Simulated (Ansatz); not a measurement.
Crystal: GaSb.

```xyz
2
Lattice="0.0000 3.0590 3.0590 3.0590 0.0000 3.0590 3.0590 3.0590 0.0000" Properties=species:S:1:pos:R:3 pbc="T T T"
Sb    4.5885    4.5885    4.5885
Ga    0.0000    0.0000    0.0000
```

| Quantity | Value |
| --- | --- |
| Program | Ansatz 0.2.0 |
| Task | relaxation of cell and atoms |
| Functional | RPBE |
| Dispersion | D3(BJ) |
| Potentials or basis | Ansatz PAW |
| Cutoff | 420 eV (not typed: the program's choice for these potentials) |
| k mesh | 8 × 8 × 8 |
| Occupations | fermi-dirac, width 0.05 eV |
| Spin | no spin polarisation |

At the start: volume 28.62 Å³/atom.

Question: Where does the relaxation end?

Answer: It ends after 5 steps and the volume is 25.67 Å³/atom (-10.3 %); space group F-43m (No. 216, to 0.05 Å).

Step by step:
```tsv
step	energy change (eV)	largest force (eV/Å)	volume (Å³)
1	0.0000	0.0000	57.25
2	-0.1011	0.0000	49.34
3	-0.1164	0.0000	51.72
4	-0.1172	0.0000	51.33
5	-0.1155	0.0000	51.33
```

Final structure:
```
Sb Ga
1.0
     0.00000    2.94978    2.94978
     2.94978    0.00000    2.94978
     2.94978    2.94978    0.00000
Sb Ga
1 1
Direct
  0.75000 0.75000 0.75000
  0.00000 0.00000 0.00000
```

Caveat: the plane-wave basis is chosen anew once the cell has moved, so the energies of steps on either side of that aren't comparable; the volume moved by -10 % from the deposited cell, more than functionals usually miss; the PAW data sets come from PBE, with cores solved anew for the run's functional, which leaves a small shift of forces and pressure.
